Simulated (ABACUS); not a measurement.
**Sn in ABACUS: the effect of functional**

Sn:

```xyz
1
Lattice="-1.7265 1.7755 2.3383 1.7265 -1.7755 2.3383 1.7265 1.7755 -2.3383" Properties=species:S:1:pos:R:3 pbc="T T T"
Sn    0.0000    0.0000    0.0000
```

This isn't the form of Sn at room conditions, which is tetragonal (white tin).

Alike in all runs:

```yaml
Program: ABACUS 3.10.1
Task: single point
Potentials_or_basis: SG15 ONCV 1.2 PBE
Cutoff: 1361 eV
Density_cutoff: 5442 eV
Basis: DZP LCAO (the cutoffs set its grid)
k_mesh: 8 × 8 × 8
Occupations: fermi-dirac, width 0.05 eV
Spin: no spin polarisation
```

Task: One run gave: pressure -1.1 GPa. Which functional did it use?
A. r2SCAN
B. TPSS
C. PBEsol
D. LDA

Result: B.

```tsv
functional	pressure (GPa)
LDA	-3.7
PBEsol	-2.0
TPSS	-1.1
r2SCAN	-2.2
```

Caveats: the atomic orbitals were generated for these runs and aren't a published set; the potentials were made for another functional, which shifts forces and pressure; the basis of atomic orbitals isn't converged, which shifts pressures, moduli and gaps.
